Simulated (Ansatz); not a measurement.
The system is Al.

```
Al
1.0
    -1.59122    1.59122    1.59122
     1.59122   -1.59122    1.59122
     1.59122    1.59122   -1.59122
Al
1
Direct
  0.00000 0.00000 0.00000
```

This isn't the form of Al at room conditions, which is fcc.

Base run:

| Property | Result |
| --- | --- |
| Program | Ansatz 0.2.0 |
| Functional | RPBE |
| Potentials or basis | all-electron LAPW, scalar-relativistic |
| Cutoff | 147 eV (chosen from the basis error) |
| Basis error allowed | 0.001 eV/atom |
| k mesh | 12 × 12 × 12 |
| Occupations | gaussian, width 0.02 eV |
| Spin | no spin polarisation |

Its results: band gap on the k mesh none (metal or under the smearing width); pressure 5.4 GPa.

Question: The run is repeated on the same cell with these changes: functional from RPBE to LDA. What comes out?

Answer: Band gap on the k mesh none (metal or under the smearing width); pressure 0.5 GPa.

LDA binds more tightly than RPBE, so the same cell stands under less pressure.
